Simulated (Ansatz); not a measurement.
SiC: energy along a strain

SiC, P6_3mc, a = 3.094 Å, c = 10.129 Å. The compound has several low-lying forms, and this is one of them. Ansatz: PBE, PAW, 420 eV, Γ-centred 12×12×4 mesh on 8 atoms, Gaussian smearing 0.05 eV; no spin polarisation. Cell vectors (Å): 3.094 0.000 0.000; -1.547 2.680 0.000; 0.000 0.000 10.129. The cell is strained by x per cent times the pattern (0 0 0 1 0 0) in the order xx yy zz yz xz xy (engineering shears), with fractional coordinates held. y is the free energy over the start, V0 = 10.498 Å³/atom. Symmetry makes y even in x.

```
x (%) y (meV/atom)
-6.00             ?
-3.00          4.94
 0.00          0.00
 0.75          0.31
 1.50          1.23
 2.25          2.78
 3.75          7.72
 4.50         11.12
 5.25         15.13
```

Fit y = c2 x² + c4 x⁴ to the other rows, get the stiffness along the pattern, and predict the missing energy.

Least squares on the rows shown. y = 0.54901 x² − 9.9267×10⁻⁷ x⁴. The clamped-ion stiffness p·C·p = 2 × 5.490 eV × 160.2 / 10.498 Å³ = 168 GPa, which is C44 in these axes. At x = -6.00 the fit asked for gives 19.76 meV/atom. The run gave 19.77 meV/atom, so the fit is 0.01 meV/atom too low, a small miss on the scale of the series.

Cost: 9 runs of about 1.8 core-minutes in all, on Intel Xeon 6975P-C (Granite Rapids) (shared hosts).